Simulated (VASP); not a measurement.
# KTaO3 (Pm-3m) in VASP: further runs, part 2 of 2

VASP 6.6.1.

### Step 5. Relaxation of cell and atoms, PBE

INCAR

```
PREC = Accurate ; ENCUT = 600
EDIFF = 1E-7 ; ISMEAR = 0
SIGMA = 0.02 ; LREAL = F
LASPH = T ; NELM = 80
ALGO = Normal ; ISIF = 3
LWAVE = F ; LCHARG = F
GGA = PE ; IBRION = 2
NSW = 40 ; EDIFFG = -0.02
KPAR = 2
```

KPOINTS

```
Automatic mesh
0
Gamma
  6 6 6
```

POSCAR

```
KTaO3
1.0
    3.9883000000      0.0000000000      0.0000000000
    0.0000000000      3.9883000000      0.0000000000
    0.0000000000      0.0000000000      3.9883000000
Ta K O
1 1 3
Direct
    0.0000000000      0.0000000000      0.0000000000
    0.5000000000      0.5000000000      0.5000000000
    0.0000000000      0.0000000000      0.5000000000
    0.0000000000      0.5000000000      0.0000000000
    0.5000000000      0.0000000000      0.0000000000
```

Potentials or basis: VASP PAW PBE potentials, release 64 (Ta_pv, K_sv, O).

Command:

```console
> cat potpaw_PBE.64/Ta_pv/POTCAR potpaw_PBE.64/K_sv/POTCAR potpaw_PBE.64/O/POTCAR > POTCAR
> mpirun -np 2 vasp_std > vasp.out
```

OUTCAR:

```text
PREC = Accurate
   ENCUT = 600
   EDIFF = 1E-7
   ISMEAR = 0
   LREAL = F
   LASPH = T
   NELM = 80
   ISIF = 3
   GGA = PE
   IBRION = 2
   NSW = 40
   EDIFFG = -0.02

 ion  position               nearest neighbor table
   1  0.000  0.000  0.000-   3 1.99   4 1.99   5 1.99   3 1.99   4 1.99   5 1.99   2 3.45   2 3.45
                             2 3.45   2 3.45   2 3.45   2 3.45   2 3.45   2 3.45
   2  0.500  0.500  0.500-   3 2.82   4 2.82   5 2.82   4 2.82   5 2.82   3 2.82   5 2.82   5 2.82
                             3 2.82   4 2.82   4 2.82   3 2.82   1 3.45   1 3.45   1 3.45   1 3.45
   3  0.000  0.000  0.500-   1 1.99   1 1.99   2 2.82   2 2.82   2 2.82   2 2.82
   4  0.000  0.500  0.000-   1 1.99   1 1.99   2 2.82   2 2.82   2 2.82   2 2.82
   5  0.500  0.000  0.000-   1 1.99   1 1.99   2 2.82   2 2.82   2 2.82   2 2.82

  LATTYP: Found a simple cubic cell.
 ALAT       =     3.9883000000

  Lattice vectors:

 A1 = (   3.9883000000,   0.0000000000,   0.0000000000)
 A2 = (   0.0000000000,   3.9883000000,   0.0000000000)
 A3 = (   0.0000000000,   0.0000000000,   3.9883000000)

Analysis of symmetry for initial positions (statically):
=====================================================================
 Subroutine PRICEL returns:
 Original cell was already a primitive cell.

[... 163 lines left out ...]

 number of electron      37.9999990 magnetization

 Free energy of the ion-electron system (eV)
  ---------------------------------------------------
  ext. energy  EPLUGINS =         0.00000000
  ---------------------------------------------------
  free energy    TOTEN  =       -41.03717775 eV

  energy without entropy =      -41.03717775  energy(sigma->0) =      -41.03717775

------------------------ aborting loop because EDIFF is reached ----------------------------------------

  FORCE on cell =-STRESS in cart. coord.  units (eV):
  Direction    XX          YY          ZZ          XY          YZ          ZX
  --------------------------------------------------------------------------------------
  -------------------------------------------------------------------------------------
  Total        2.3379359      2.3379359      2.3379359     -0.0000000     -0.0000000      0.0000000
  in kB       59.0445371     59.0445371     59.0445371     -0.0000000     -0.0000000      0.0000000
  external PRESSURE =      59.0445371 kB  Pullay stress =       0.0000000 kB
[... 65 lines left out ...]
--------------------------------------- Ionic step        3  -------------------------------------------

 number of electron      38.0000008 magnetization

 Free energy of the ion-electron system (eV)
  ---------------------------------------------------
  ext. energy  EPLUGINS =         0.00000000
  ---------------------------------------------------
  free energy    TOTEN  =       -41.07103864 eV

  energy without entropy =      -41.07103864  energy(sigma->0) =      -41.07103864

 E-fermi :   1.7903     XC(G=0): -10.7203

 val. band max:        1.6007169719   @ k =   0.5000   0.5000   0.5000
 cond. band min:       3.7108712777   @ k =   0.0000   0.0000   0.0000
 fundamental gap:      2.1101543058
 Fermi energy:         1.7902700955

 k-point     1 :       0.0000    0.0000    0.0000
  band No.  band energies     occupation
      1     -32.6570      2.00000
      2     -32.6570      2.00000
      3     -32.6570      2.00000
      4     -25.7469      2.00000
      5     -15.8438      2.00000
      6     -15.1471      2.00000
[... 541 lines left out ...]
  FREE ENERGIE OF THE ION-ELECTRON SYSTEM (eV)
  ---------------------------------------------------
  free  energy   TOTEN  =       -41.0710386429 eV

  energy  without entropy=      -41.0710386429  energy(sigma->0) =      -41.07103864

 reached required accuracy - stopping structural energy minimisation
```

OSZICAR:

```text
N       E                     dE             d eps       ncg     rms          rms(c)
DAV:   1     0.366274269688E+03    0.36627E+03   -0.22957E+04   920   0.184E+03
DAV:   2    -0.283084632132E+02   -0.39458E+03   -0.38864E+03  1146   0.482E+02
DAV:   3    -0.486505433519E+02   -0.20342E+02   -0.20293E+02  1197   0.108E+02
[... 32 lines left out ...]
DAV:   6    -0.410710134944E+02   -0.73090E-05   -0.53956E-04  1370   0.162E-01    0.464E-02
DAV:   7    -0.410710385673E+02   -0.25073E-04   -0.28588E-05  1324   0.384E-02    0.688E-03
DAV:   8    -0.410710381879E+02    0.37944E-06   -0.82393E-07  1060   0.865E-03    0.221E-03
DAV:   9    -0.410710388216E+02   -0.63379E-06   -0.19387E-07  1048   0.366E-03    0.785E-04
DAV:  10    -0.410710386666E+02    0.15505E-06   -0.14025E-08   607   0.100E-03    0.330E-04
DAV:  11    -0.410710386429E+02    0.23732E-07   -0.42298E-09   593   0.503E-04
   3 F= -.41071039E+02 E0= -.41071039E+02  d E =-.338609E-01
```

Wall time 71 s (2 MPI ranks of Intel Xeon Platinum 8375C at 2.90GHz (Ice Lake), shared host); peak memory 0.2 GiB.

Results:

```
Free energy                            : -41.0710 eV
Relaxed volume                         : 13.07 Å³/atom
Relaxed cell                           : a = 4.028 Å, b = 4.028 Å, c = 4.028 Å, α = 90.00°, β = 90.00°, γ = 90.00°
Space group after relaxing (to 0.05 Å) : Pm-3m (No. 221)
Energy gained by relaxing              : 6.8 meV/atom
Ionic steps                            : 3
Pressure after relaxing                : 0.0 GPa
Band gap on the k mesh                 : 2.11 eV, indirect (least direct gap 2.74 eV)
```

The path:
```
step  energy change (eV)  largest force (eV/Å)  pressure (GPa)  volume (Å³)
   1              0.0000                0.0000            5.90        63.44
   2              0.0186                0.0000           -6.49        67.83
   3             -0.0339                0.0000           -0.04        65.34
```

Final structure:
```
Ta K O
1.0
     4.02783    0.00000    0.00000
     0.00000    4.02783    0.00000
     0.00000    0.00000    4.02783
Ta K O
1 1 3
Direct
  0.00000 0.00000 0.00000
  0.50000 0.50000 0.50000
  0.00000 0.00000 0.50000
  0.00000 0.50000 0.00000
  0.50000 0.00000 0.00000
```

Caveat: spin-orbit coupling is left out, which moves the levels of the heavy elements.

### Step 6. Relaxation of cell and atoms, PBE+D3(BJ)

INCAR

```
SYSTEM = KTaO3
PREC = Accurate ; ENCUT = 600
EDIFF = 1E-6 ; ISMEAR = 0
SIGMA = 0.02 ; LREAL = .FALSE.
LASPH = .TRUE. ; NELM = 100
ALGO = Normal ; ISIF = 3
LWAVE = .FALSE. ; LCHARG = .FALSE.
GGA = PE ; IVDW = 12
IBRION = 2 ; NSW = 60
EDIFFG = -0.01 ; KPAR = 2
```

KPOINTS

```
Automatic mesh
0
G
  6 6 6
  0 0 0
```

POSCAR is that of step 5.

Potentials or basis: VASP PAW PBE potentials, release 64 (Ta_pv, K_sv, O).

Command:

```console
> cat potpaw_PBE.64/Ta_pv/POTCAR potpaw_PBE.64/K_sv/POTCAR potpaw_PBE.64/O/POTCAR > POTCAR
> mpirun -np 2 vasp_std > vasp.out
```

It took 33 s on 2 MPI ranks of Intel Xeon Platinum 8259CL at 2.50GHz (Skylake/Cascade Lake), shared host; peak memory 0.21 GiB.

Results (log left out):

* Free energy: -42.2256 eV
* Relaxed volume: 12.87 Å³/atom
* Relaxed cell: a = 4.007 Å, b = 4.007 Å, c = 4.007 Å, α = 90.00°, β = 90.00°, γ = 90.00°
* Space group after relaxing (to 0.05 Å): Pm-3m (No. 221)
* Energy gained by relaxing: 1.6 meV/atom
* Ionic steps: 3
* Pressure after relaxing: 0.0 GPa
* Band gap on the k mesh: 2.15 eV, indirect (least direct gap 2.77 eV)
* Dispersion energy per atom: -0.233 eV

The path:
```csv
step,energy change (eV),largest force (eV/Å),pressure (GPa),volume (Å³)
1,0.0000,0.0000,2.83,63.44
2,0.0050,0.0000,-3.40,65.52
3,-0.0078,0.0000,-0.01,64.34
```

Final structure:
```yaml
crystal:
  lattice:
    - [4.00702, 0.00000, 0.00000]
    - [0.00000, 4.00702, 0.00000]
    - [0.00000, 0.00000, 4.00702]
  atoms:
    - { symbol: Ta, position: [0.00000, 0.00000, 0.00000] }
    - { symbol: K, position: [0.50000, 0.50000, 0.50000] }
    - { symbol: O, position: [0.00000, 0.00000, 0.50000] }
    - { symbol: O, position: [0.00000, 0.50000, 0.00000] }
    - { symbol: O, position: [0.50000, 0.00000, 0.00000] }
```

Levels at points of the mesh, in eV from the valence-band top:
```csv
k point,band 16,band 17,band 18,band 19,band 20,band 21,band 22,band 23
"(0.00, 0.00, 0.00)",-1.04,-0.63,-0.63,-0.63,2.15,2.15,2.15,6.52
"(0.50, 0.00, 0.00)",-2.11,-1.48,-0.85,-0.85,2.30,4.93,4.93,6.64
"(0.50, 0.50, 0.00)",-1.68,-1.41,-1.41,-0.04,4.96,4.96,6.22,7.49
"(0.50, 0.50, 0.50)",-3.86,0.00,0.00,0.00,6.35,6.35,6.35,8.87
```

Caveat: spin-orbit coupling is left out, which moves the levels of the heavy elements.

### Step 7. For comparison

An earlier run on the cell as given: functional PBEsol; potentials or basis VASP PAW PBE potentials, release 64 (Ta_pv, K_sv, O); cutoff 520 eV; k mesh 7 × 7 × 7; occupations fermi-dirac, width 0.05 eV; no spin polarisation.

* Pressure: 0.3 GPa
* Band gap on the k mesh: 2.14 eV, indirect (least direct gap 2.71 eV)

### Step 8. The runs side by side

| task | level | cell | k mesh | cutoff (eV) | smearing | ladder | gap on the mesh (eV) | pressure (GPa) | relaxed volume (Å³/atom) |
| --- | --- | --- | --- | --- | --- | --- | --- | --- | --- |
| relaxation of cell and atoms | PBE | relaxed | 6 × 6 × 6 | 600 | gaussian 0.02 eV | gaps | 2.11 | 0.0 | 13.07 |
| relaxation of cell and atoms | PBE+D3(BJ) | relaxed | 6 × 6 × 6 | 600 | gaussian 0.02 eV | gaps | 2.15 | 0.0 | 12.87 |
| single point | PBEsol | as given | 7 × 7 × 7 | 520 | fermi-dirac 0.05 eV | free | 2.14 | 0.3 | - |

Some of these runs hold the atoms at other places in the same cell, which the table doesn't show; runs alike in all that it shows share one row.

Alike in all rows: potentials or basis VASP PAW PBE potentials, release 64 (Ta_pv, K_sv, O); no spin polarisation.

Caveats: spin-orbit coupling is left out, which moves the levels of the heavy elements; the PAW data sets were made with another functional, which shifts forces and pressure a little (some runs); an odd mesh through Γ misses points on the zone boundary, where band edges often lie (some runs).

Absolute energies hang on the potentials; compare differences alone.
